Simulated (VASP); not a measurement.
# TaN (P-6m2) in VASP: further runs, part 3 of 3

VASP 6.6.1. Earlier steps stand in the parts before.

## 4. Relaxation of cell and atoms, RPBE

Input file INCAR:

```
SYSTEM = TaN
PREC = Accurate ; ENCUT = 600
EDIFF = 1E-7 ; ISMEAR = 0
SIGMA = 0.1 ; LREAL = .FALSE.
LASPH = .TRUE. ; NELM = 80
ALGO = Normal ; ISIF = 3
LWAVE = .FALSE. ; LCHARG = .FALSE.
GGA = RP ; IBRION = 2
NSW = 90 ; EDIFFG = -0.005
```

Input file KPOINTS:

```
Automatic mesh
0
G
  18 18 14
  0 0 0
```

Input file POSCAR:

```
TaN
1.0
    2.9399421800      0.0000000000      0.0000000000
   -1.4699710900      2.5460646100      0.0000000000
    0.0000000000      0.0000000000      2.8901750800
Ta N
1 1
Direct
    0.0000000000      0.0000000000      0.5000000000
    0.6666666700      0.3333333300      0.0000000000
```

Potentials or basis: VASP PAW PBE potentials, release 64 (Ta_pv, N).

On the command line:

```sh
$ cat potpaw_PBE.64/Ta_pv/POTCAR potpaw_PBE.64/N/POTCAR > POTCAR
$ mpirun -np 1 vasp_std > vasp.out
```

OUTCAR:

```text
SYSTEM = TaN
   PREC = Accurate
   ENCUT = 600
   EDIFF = 1E-7
   ISMEAR = 0
   LREAL = .FALSE.
   LASPH = .TRUE.
   NELM = 80
   ISIF = 3
   GGA = RP
   IBRION = 2
   NSW = 90
   EDIFFG = -0.005

 ion  position               nearest neighbor table
   1  0.000  0.000  0.500-   2 2.23   2 2.23   2 2.23   2 2.23   2 2.23   2 2.23
   2  0.667  0.333  0.000-   1 2.23   1 2.23   1 2.23   1 2.23   1 2.23   1 2.23

  LATTYP: Found a hexagonal cell.
 ALAT       =     2.9399421800
 C/A-ratio  =     0.9830720821

  Lattice vectors:

 A1 = (   2.9399421800,   0.0000000000,   0.0000000000)
 A2 = (  -1.4699710900,   2.5460646100,   0.0000000000)
 A3 = (   0.0000000000,   0.0000000000,   2.8901750800)

Analysis of symmetry for initial positions (statically):
=====================================================================
 Subroutine PRICEL returns:
 Original cell was already a primitive cell.

 Routine SETGRP: Setting up the symmetry group for a
 hexagonal supercell.

 Subroutine GETGRP returns: Found 12 space group operations
 (whereof 12 operations were pure point group operations)
 out of a pool of 24 trial point group operations.

The static configuration has the point symmetry D_3h.

Analysis of symmetry for dynamics (positions and initial velocities):
=====================================================================
 Subroutine PRICEL returns:
 Original cell was already a primitive cell.

 Routine SETGRP: Setting up the symmetry group for a
 hexagonal supercell.

 Subroutine GETGRP returns: Found 12 space group operations
 (whereof 12 operations were pure point group operations)
 out of a pool of 24 trial point group operations.

The dynamic configuration has the point symmetry D_3h.

 Subroutine INISYM returns: Found 12 space group operations
 (whereof 12 operations are pure point group operations),
 and found     1 'primitive' translations

----------------------------------------------------------------------------------------

                                     Primitive cell

  volume of cell :      21.6338

  direct lattice vectors                    reciprocal lattice vectors
     2.939942180  0.000000000  0.000000000     0.340142744  0.196381505  0.000000000
    -1.469971090  2.546064610  0.000000000     0.000000000  0.392763010  0.000000000
     0.000000000  0.000000000  2.890175080     0.000000000  0.000000000  0.345999800

  length of vectors
     2.939942180  2.939942177  2.890175080     0.392763010  0.392763010  0.345999800

  position of ions in fractional coordinates (direct lattice)
     0.000000000  0.000000000  0.500000000
     0.666666670  0.333333330  0.000000000

  ion indices of the primitive-cell ions
   primitive index   ion index
                 1           1
                 2           2

----------------------------------------------------------------------------------------

 KPOINTS: Automatic mesh

Automatic generation of k-mesh.
 Grid dimensions read from file:
 generate k-points for:   18   18   14

 Generating k-lattice:

  Cartesian coordinates                     Fractional coordinates (reciprocal lattice)
     0.018896819  0.010910084  0.000000000     0.055555556  0.000000000  0.000000000
     0.000000000  0.021820167  0.000000000     0.000000000  0.055555556  0.000000000
[... 55 lines left out ...]
   LASPH  =      T    aspherical Exc in radial PAW
   ENCUT  =  600.0 eV  44.10 Ry    6.64 a.u.   5.87  5.87  5.77*2*pi/ulx,y,z
   NELM   =     80;   NELMIN=  2; NELMDL= -5     # of ELM steps
   EDIFF  = 0.1E-06   stopping-criterion for ELM
   LREAL  =      F    real-space projection
   EDIFFG = -.5E-02   stopping-criterion for IOM
   NSW    =     90    number of steps for IOM
   IBRION =      2    ionic relax: 0-MD 1-quasi-New 2-CG
   NFREE  =      1    steps in history (QN), initial steepest desc. (CG)
   ISIF   =      3    stress and relaxation
   ISYM   =      2    0-nonsym 1-usesym 2-fastsym
   POTIM  = 0.5000    time-step for ionic-motion
   TEBEG  =    0.0;   TEEND  =   0.0 temperature during run
   PSTRESS=    0.0 pullay stress
   NELECT =      16.0000    total number of electrons
   NUPDOWN=      -1.0000    fix difference up-down
   EMIN   =  10.00;   EMAX   =-10.00  energy-range for DOS
   EFERMI =   0.00;   METHOD = LEGACY
   ISMEAR =     0;   SIGMA  =   0.10  broadening in eV -4-tet -1-fermi 0-gaus
   EFERMI_NEDOS =   21; number of points for ismear=-14 and -15
   IALGO  =     38    algorithm
   IMIX   =      4    mixing-type and parameters
     AMIX     =   0.40;   BMIX     =  1.00
     AMIX_MAG =   1.60;   BMIX_MAG =  1.00
  volume/ion in A,a.u.               =      10.82        73.00
  Fermi-wavevector in a.u.,A,eV,Ry     =   1.480485  2.797711 29.821741  2.191836
  Thomas-Fermi vector in A             =   2.594513
   LORBIT       =      0    0 simple, 1 ext, 2 COOP (PROOUT), +10 PAW based schemes
   GGA     = RP    functional components
   LHFCALC =     F    Hartree Fock is set to
   AEXX    =    0.0000 exact exchange contribution
   IVDW    =     0    specifies the selected vdW correction
   LEPSILON=     F    determine dielectric tensor
   LRPA    =     F    only Hartree local field effects (RPA)
 conjugate gradient relaxation of ions
 non-spin polarized calculation
 Gauss-broadening in eV      SIGMA  =   0.10
  energy-cutoff  :      600.00
  volume of cell :       21.63
 maximum number of plane-waves:       738
 NGX is ok and might be reduce to    24
   NGX = 11   NGY = 11   NGZ = 11

--------------------------------------- Ionic step        1  -------------------------------------------

 number of electron      16.0000001 magnetization

 Free energy of the ion-electron system (eV)
  ---------------------------------------------------
  ext. energy  EPLUGINS =         0.00000000
  ---------------------------------------------------
  free energy    TOTEN  =       -21.40221174 eV

  energy without entropy =      -21.40196129  energy(sigma->0) =      -21.40208652

------------------------ aborting loop because EDIFF is reached ----------------------------------------

  FORCE on cell =-STRESS in cart. coord.  units (eV):
  Direction    XX          YY          ZZ          XY          YZ          ZX
  --------------------------------------------------------------------------------------
  -------------------------------------------------------------------------------------
  Total        1.1311611      1.1311611      1.2327815      0.0000000      0.0000000      0.0000000
  in kB       83.7727340     83.7727337     91.2986434      0.0000000      0.0000000      0.0000000
  external PRESSURE =      86.2813704 kB  Pullay stress =       0.0000000 kB
[... 203 lines left out ...]
--------------------------------------- Ionic step        7  -------------------------------------------

 number of electron      16.0000001 magnetization

 Free energy of the ion-electron system (eV)
  ---------------------------------------------------
  ext. energy  EPLUGINS =         0.00000000
  ---------------------------------------------------
  free energy    TOTEN  =       -21.41669371 eV

  energy without entropy =      -21.41643639  energy(sigma->0) =      -21.41656505

 E-fermi :   8.0620     XC(G=0): -13.1170

 val. band max:        8.0269863521   @ k =   0.0000   0.0000   0.4286
 cond. band min:       8.0908440541   @ k =   0.0556   0.0000   0.5000
 fundamental gap:      0.0638577020
 Fermi energy:         8.0619913788

 k-point     1 :       0.0000    0.0000    0.0000
  band No.  band energies     occupation
      1     -26.9165      2.00000
      2     -26.6625      2.00000
      3     -26.6625      2.00000
      4      -9.5667      2.00000
      5       3.6318      2.00000
      6       3.6318      2.00000
      7       3.9769      2.00000
      8       5.1561      2.00000
      9      10.0495      0.00000
     10      11.5144      0.00000
     11      11.5144      0.00000
     12      11.9159      0.00000
[... 331 lines left out ...]
 k-point    24 :       0.3889    0.1111    0.0000
  band No.  band energies     occupation
      1     -27.5335      2.00000
      2     -26.9363      2.00000
      3     -26.7892      2.00000
      4      -7.3969      2.00000
      5       0.1461      2.00000
      6       3.0611      2.00000
      7       3.8964      2.00000
      8       5.8403      2.00000
      9      10.3118      0.00000
     10      11.0049      0.00000
     11      12.4310      0.00000
     12      13.9115      0.00000

 [... further k-points ...]

------------------------ aborting loop because EDIFF is reached ----------------------------------------

  FORCE on cell =-STRESS in cart. coord.  units (eV):
  Direction    XX          YY          ZZ          XY          YZ          ZX
  --------------------------------------------------------------------------------------
  -------------------------------------------------------------------------------------
  Total        0.0009363      0.0009363      0.0011272      0.0000000     -0.0000000      0.0000000
  in kB        0.0676194      0.0676194      0.0814063      0.0000000     -0.0000000      0.0000000
  external PRESSURE =       0.0722151 kB  Pullay stress =       0.0000000 kB
[... 17 lines left out ...]
  FREE ENERGIE OF THE ION-ELECTRON SYSTEM (eV)
  ---------------------------------------------------
  free  energy   TOTEN  =       -21.4166937095 eV

  energy  without entropy=      -21.4164363877  energy(sigma->0) =      -21.41656505

 reached required accuracy - stopping structural energy minimisation
```

OSZICAR:

```text
N       E                     dE             d eps       ncg     rms          rms(c)
DAV:   1     0.104892747260E+03    0.10489E+03   -0.10194E+04  7104   0.156E+03
DAV:   2    -0.194978776410E+02   -0.12439E+03   -0.11835E+03  8116   0.369E+02
[... 56 lines left out ...]
   6 F= -.21416692E+02 E0= -.21416563E+02  d E =-.504775E-04
       N       E                     dE             d eps       ncg     rms          rms(c)
DAV:   1    -0.214166974819E+02   -0.59497E-05   -0.22613E-04  7112   0.150E-01    0.105E-02
DAV:   2    -0.214166945887E+02    0.28932E-05   -0.38819E-06  8356   0.203E-02    0.578E-03
DAV:   3    -0.214166936775E+02    0.91122E-06   -0.17058E-06  8736   0.114E-02    0.220E-03
DAV:   4    -0.214166937095E+02   -0.32077E-07   -0.62727E-08  4148   0.262E-03
   7 F= -.21416694E+02 E0= -.21416565E+02  d E =-.526001E-04
```

Wall time 2 min (1 thread of AMD EPYC 9R45 (Zen 5), shared host); peak memory 0.21 GiB.

Results:

```
Free energy                            : -21.4167 eV
Relaxed volume                         : 11.09 Å³/atom
Relaxed cell                           : a = 2.965 Å, b = 2.965 Å, c = 2.914 Å, α = 90.00°, β = 90.00°, γ = 120.00°
Space group after relaxing (to 0.05 Å) : P-6m2 (No. 187)
Energy gained by relaxing              : 7.2 meV/atom
Ionic steps                            : 7
Pressure after relaxing                : 0.0 GPa
Band gap on the k mesh                 : none (metal or under the smearing width)
```

The path:
| step | energy change (eV) | largest force (eV/Å) | pressure (GPa) | volume (Å³) |
| --- | --- | --- | --- | --- |
| 1 | 0.0000 | 0.0000 | 8.63 | 21.63 |
| 2 | 0.0583 | 0.0000 | -16.59 | 23.51 |
| 3 | -0.0144 | 0.0000 | -0.15 | 22.19 |
| 4 | -0.0144 | 0.0000 | 0.02 | 22.18 |
| 5 | -0.0145 | 0.0000 | 0.00 | 22.19 |
| 6 | -0.0145 | 0.0000 | 0.01 | 22.19 |
| 7 | -0.0145 | 0.0000 | 0.01 | 22.19 |

Final structure:
```
Ta N
1.0
     2.96500    0.00000    0.00000
    -1.48250    2.56777    0.00000
     0.00000    0.00000    2.91393
Ta N
1 1
Direct
  0.00000 0.00000 0.50000
  0.66667 0.33333 0.00000
```

Caveat: the PAW data sets were made with another functional, which shifts forces and pressure a little. The run has no spin-orbit coupling, so splittings on Ta are missing.

## 5. Summary

| level | potentials or basis | cutoff (eV) | gap on the mesh (eV) | pressure (GPa) | relaxed volume (Å³/atom) |
| --- | --- | --- | --- | --- | --- |
| PBEsol | VASP PAW PBE potentials, release 64 (Ta, N) | 580 | none | 0.0 | 10.62 |
| PBEsol | VASP PAW PBE potentials, release 64 (Ta_pv, N_s) | 480 | none | 0.0 | 10.65 |
| RPBE | VASP PAW PBE potentials, release 64 (Ta_pv, N) | 600 | none | 0.0 | 11.09 |

Alike in all rows: task relaxation of cell and atoms; no spin polarisation; cell relaxed; k mesh 18 × 18 × 14; smearing gaussian 0.1 eV.

Caveats: the PAW data sets were made with another functional, which shifts forces and pressure a little.

Absolute energies hang on the potentials; compare differences alone.
